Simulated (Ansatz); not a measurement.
# Straining CoPdO₂

Method: DFT PBE+U, scalar-relativistic, plane waves, PAW (Ansatz). (420 eV cutoff, 12×12×2 k-mesh, Gaussian smearing of 0.10 eV, no spin polarisation, U_eff Co 3.32 eV on d shells)

Starting point, cell and atoms relaxed:

```yaml
crystal:
  lattice:
    - [2.86617, 0.00000, 0.00000]
    - [-1.43309, 2.48218, 0.00000]
    - [0.00000, 0.00000, 17.83326]
  atoms:
    - { symbol: Co, position: [0.66667, 0.33333, 0.83333] }
    - { symbol: Co, position: [0.33333, 0.66667, 0.16667] }
    - { symbol: Co, position: [0.00000, 0.00000, 0.50000] }
    - { symbol: Pd, position: [0.00000, 0.00000, 0.00000] }
    - { symbol: Pd, position: [0.66667, 0.33333, 0.33333] }
    - { symbol: Pd, position: [0.33333, 0.66667, 0.66667] }
    - { symbol: O, position: [0.33333, 0.66667, 0.77896] }
    - { symbol: O, position: [0.00000, 0.00000, 0.88771] }
    - { symbol: O, position: [0.00000, 0.00000, 0.11229] }
    - { symbol: O, position: [0.66667, 0.33333, 0.22104] }
    - { symbol: O, position: [0.66667, 0.33333, 0.44562] }
    - { symbol: O, position: [0.33333, 0.66667, 0.55438] }
```

Deformation: biaxial strain in the a-b plane, with the length and tilt of c and the atoms relaxed, all within the symmetry that the strain leaves. Energies are extrapolated to zero smearing. On this cell's mesh the reference holds a stress of up to 0.33 GPa.

A cell with an odd number of electrons and no spin polarisation is a metal by construction and may be lower with spin.

| strain (%) | ΔE (meV/atom) | a (Å) | b (Å) | c (Å) |
| --- | --- | --- | --- | --- |
| -6.0 | 101.0 | 2.694 | 2.694 | 18.367 |
| -4.0 | 42.7 | 2.752 | 2.752 | 18.184 |
| -2.0 | 10.2 | 2.809 | 2.809 | 18.009 |
| +0.0 | 0.0 | 2.866 | 2.866 | 17.833 |
| +2.0 | 8.9 | 2.923 | 2.923 | 17.684 |
| +4.0 | 34.0 | 2.981 | 2.981 | 17.530 |
| +6.0 | 73.0 | 3.038 | 3.038 | 17.382 |

Problem. What stiffness (1/V) d²E/dε² at zero strain does a cubic fit over all points give?

Solution. A cubic fit gives (1/V) d²E/dε² = 733 GPa at zero strain (twice the biaxial modulus).

Problem. How does the free axis c answer a small strain?

Solution. Between the innermost points its strain is -0.46 times the applied one.